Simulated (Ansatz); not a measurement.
Ansatz input

```yaml
crystal:
  lattice:
    - [3.530963259, 0.0, 0.0]
    - [-1.7654816295, 3.0579038821, 0.0]
    - [0.0, 0.0, 5.7387581567]
  atoms:
    - { symbol: In, position: [0.3333333333, 0.6666666667, 0.25] }
    - { symbol: In, position: [0.6666666667, 0.3333333333, 0.75] }
hamiltonian:
  xc: pbe
  pseudopotentials:
    kind: paw
    azcp:
      In: "pseudopotentials/In.paw.azcp"
basis:
  ecutwfc: 420
  fft_grid_basis: typed
kpoints:
  mp_grid: { grid: [12, 12, 7], shift: [0, 0, 0] }
magnetization:
  spin_polarized: false
scf:
  occupations: { method: fermi_dirac, width: 0.1 }
  lower_state_search: "off"
output:
  stress: true
```

Terminal output

```
Engine: ansatz 0.2.0, x86_64-unknown-linux-gnu
Pseudopotentials: kind: paw
Pseudopotential: In, paw, valence charge 13, recommended cutoff 420 eV (normal) 
Functional definition: PBE
  parameter kappa = 0.804
  parameter beta = 0.06672455060314922
  exchange = pbe_x(kappa = kappa, mu = beta*pi^2/3)
  correlation = pbe_c(beta = beta)
Crystal: 2 atoms, lattice volume = 61.963 Å³
Basis set: ecut = 420 eV, 1213 PW (Γ)
Bands: 17, of which v1, the nominal top of the filled ones, is band 13 counted from 1 (12 counted from 0)
Symmetry: 24 space group operations
Space group: P63/mmc (ITA 194), of the structure as read, at distance tolerance 4.0e-5 Å
k-points: 76 of 1008
Non-local potential: In, projectors of the file, l = 0: 2, l = 1: 2, l = 2: 2, l = 3: 2
PAW form: soft (Blöchl's): semilocal exchange-correlation on the pseudo side does not see the compensation charge
PAW one-centre angular grid: In, 590 points (default); XC on 64 Gauss nodes
Initial density: superposition of atomic densities (neutral atoms: chi_scale 0, normalization atom), corrected by the library's trained network
Initial wavefunctions: pseudopotential atomic-orbital guess
Functional: x = pbe(κ = 0.804, μ = 0.2195149727645171), c = pbe(β = 0.06672455060314922)
SCF iter   1: F=—  HF=-11195.630875 eV  |F-HF|=—  |Δ(HF+E_count)|=         —  Δρ=9.63e-4  dr2=2.81e-4  ethr=1.77e-3  ⟨swp⟩=5.7  Hψ=6363  notcnv=0
SCF iter   2: F=—  HF=-11195.629604 eV  |F-HF|=—  |Δ(HF+E_count)|=   1.27e-3  Δρ=3.62e-4  dr2=6.04e-5  ethr=1.08e-6  ⟨swp⟩=2.0  Hψ=2820  notcnv=0
SCF iter   3: F=—  HF=-11195.629663 eV  |F-HF|=—  |Δ(HF+E_count)|=   5.93e-5  Δρ=2.24e-4  dr2=2.43e-5  ethr=2.32e-7  ⟨swp⟩=3.0  Hψ=2320  notcnv=0
SCF iter   4: F=—  HF=-11195.629699 eV  |F-HF|=—  |Δ(HF+E_count)|=   3.62e-5  Δρ=9.74e-5  dr2=4.41e-6  ethr=9.35e-8  ⟨swp⟩=2.1  Hψ=1617  notcnv=0
SCF iter   5: F=—  HF=-11195.629703 eV  |F-HF|=—  |Δ(HF+E_count)|=   3.66e-6  Δρ=2.71e-5  dr2=2.78e-7  ethr=1.70e-8  ⟨swp⟩=2.0  Hψ=1530  notcnv=0
SCF iter   6: F=-11195.629703 eV  HF=-11195.629703 eV  |F-HF|=3.79e-9  |Δ(HF+E_count)|=   5.67e-8  Δρ=3.81e-6  dr2=4.93e-9  ethr=3.85e-10  ⟨swp⟩=4.0  Hψ=4299  notcnv=0
SCF 1 converged in 6 iterations: F = -11195.629703 eV  dr2 = 4.93e-9
SCF converged after 6 iterations
Free energy (F): -11195.629703 eV
Harris-Foulkes:  -11195.629703 eV  (|F-HF|=3.79e-9)
Internal energy: -11195.595962 eV  (E = F + TS)
E sigma→0 (E₀):  -11195.612832 eV
Entropy (-TS):   -0.033741 eV (-16.870 meV/atom)
Fermi energy:    8.095374 eV
--- Per-component energies (eV) ---
  E_band       = -99.642157
  E_kinetic    = 479.271481
  E_local      = -2353.522462  (includes V_loc(G=0)·N_el)
  E_nonlocal   = 731.864260
  E_hartree    = 918.483021
  E_xc         = -430.647028
  E_vxc        = -197.981120  (∫ρ·V_xc dr)
  E_paw        = -8303.233160  (= ΣΔE_a)
  E_vpaw       = -596.237342  (= ΣTr[D̂ρ^β])
  E_aug_tail   = 0.000052  (compensation charges beyond the density's cutoff)
  E_ewald      = -2237.812125
  E_smearing   = -0.033741  (= −TS)
  E_closure    = 0.000000  (closes the sum)
  Σ components = -11195.629703   (vs F -11195.629703, Δ=0.00e0)
--- Stress (GPa, compression-positive) ---
       -2.665441      -0.000000       0.000000
       -0.000000      -2.665441       0.000000
        0.000000       0.000000      -3.266423
  P = ⅓ Tr σ = -2.8658 GPa (-28.658 kbar)
```
